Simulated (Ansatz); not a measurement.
Results of PBE0-D3(BJ) (PAW; Ansatz, a program for electronic structure) for zinc-blende ZnTe.

Settings: plane-wave cutoff 460 eV, 8×8×8 k mesh, Fermi–Dirac smearing 0.01 eV, scalar-relativistic PAW data made under PBE.

Pressure at four volumes; x = ln(V/27.565 Å³). One pressure is withheld.

| V (Å³/atom) | x | P (GPa) |
|---|---|---|
| 26.187 | -0.0513 | ? |
| 26.876 | -0.0253 | 1.56 |
| 27.565 | 0.0000 | 0.08 |
| 28.943 | 0.0488 | -2.33 |

### Question
Pass a parabola P(x) through the three rows shown, estimate the bulk modulus and its pressure derivative near zero pressure, and predict the withheld pressure.

### Answer
Slopes between the rows: (0.08 − (1.56))/(0.0000 − (-0.0253)) = -58.50 and (-2.33 − (0.08))/(0.0488 − (0.0000)) = -49.39 GPa. Their difference over the span 0.0741 is c = 9.11/0.0741 = 122.9 GPa, so P(x) = 1.56 + (-58.50)(x − (-0.0253)) + 122.9 (x − (-0.0253))(x − (0.0000)). At the middle row B = −dP/dx = −[-58.50 + 122.9 × 0.0253] = 55.4 GPa, and B′ = dB/dP = 2c/B = 4.4. At x = -0.0513 the parabola gives 3.24 GPa; the run gives 3.25 GPa. The Birch–Murnaghan fit to the energies at all volumes has B0 = 54.8 GPa and B′ = 4.6.

Measured, for comparison: bulk modulus 51 ± 3 GPa (room temperature, no zero-point or thermal correction; as tabulated in Determination of phase transition pressures of ZnTe under quasihydrostatic …). Computed (rounded) less measured: bulk modulus +7 %. A static lattice is as a rule a little smaller and stiffer than an uncorrected measurement, which narrows the difference in the bulk modulus and would widen misses of the other sign.

Spin–orbit coupling is not included.
